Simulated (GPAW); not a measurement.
A run of GPAW 26.7.0 is set up as follows.

File run.py:

```python
from ase import Atoms
from ase.eos import EquationOfState
from ase.io import Trajectory
from ase.units import GPa
from gpaw import GPAW, PW, setup_paths

setup_paths.insert(0, '.')

atoms = Atoms(['Au'],
              cell=[[0.0, 2.035, 2.035],
                    [2.035, 0.0, 2.035],
                    [2.035, 2.035, 0.0]],
              scaled_positions=[[0.0, 0.0, 0.0]],
              pbc=True)

traj = Trajectory('eos.traj', 'w')
volumes, energies = [], []
for x in [0.94, 0.96, 0.98, 1.0, 1.02, 1.04, 1.06]:
    a = atoms.copy()
    a.set_cell(atoms.cell * x**(1 / 3), scale_atoms=True)
    calc = GPAW(mode=PW(600),
                xc='PBEsol',
                kpts={'size': (11, 11, 11), 'gamma': True},
                occupations={'name': 'fermi-dirac', 'width': 0.05},
                nbands=14,
                convergence={'density': 1e-05, 'energy': 1e-05},
                maxiter=150,
                txt=f'eos-{x:.2f}.txt')
    a.calc = calc
    energies.append(a.get_potential_energy(force_consistent=True))
    volumes.append(a.get_volume())
    p = -a.get_stress()[:3].mean() / GPa
    calc.write(f'eos-{x:.2f}.gpw')
    traj.write(a)
    print(f'{x:.2f} {volumes[-1]:10.4f} A^3 {energies[-1]:14.6f} eV {p:9.3f} GPa', flush=True)

v0, e0, B = EquationOfState(volumes, energies, eos='birchmurnaghan').fit()
print(f'V0 = {v0:.4f} A^3, E0 = {e0:.6f} eV, B0 = {B / GPa:.2f} GPa')
```

Potentials or basis: PAW data sets generated in the run's folder for this functional, pw.

Run with:

```console
$ gpaw-setup -f PBEsol Au
$ OMP_NUM_THREADS=1 python run.py
```

Estimate the pressure derivative of the bulk modulus.

5.8.

Estimate the bulk modulus.

173 GPa.

Estimate the equilibrium volume.

17.29 Å³/atom.

Energy against volume, from the lowest point:
```tsv
volume (Å³/atom)	energy (meV/atom)
15.843	79.20
16.181	44.24
16.518	20.26
16.855	5.91
17.192	0.00
17.529	1.49
17.866	9.44
```

Caveat: with this Au data set, volumes or pressures lay over 1.5 % or 2 GPa off other programs in two to four cells of ten. Spin-orbit coupling is left out, which matters for the levels of Au.

**Experimental background.**

“Exploring toroidal anvil profiles for larger sample volumes above 4 Mbar”, 2024, pmc:11102561 quotes, for a bulk crystal of Au: bulk modulus 167 GPa.

Against the measured bulk modulus of Au, 167 GPa (quoted in “Exploring toroidal anvil profiles for larger sample volumes above 4 Mbar”, 2024, pmc:11102561), the calculated 173 GPa is off by +3.8 %. The fit is for a static lattice scaled at fixed shape and fixed fractional positions.
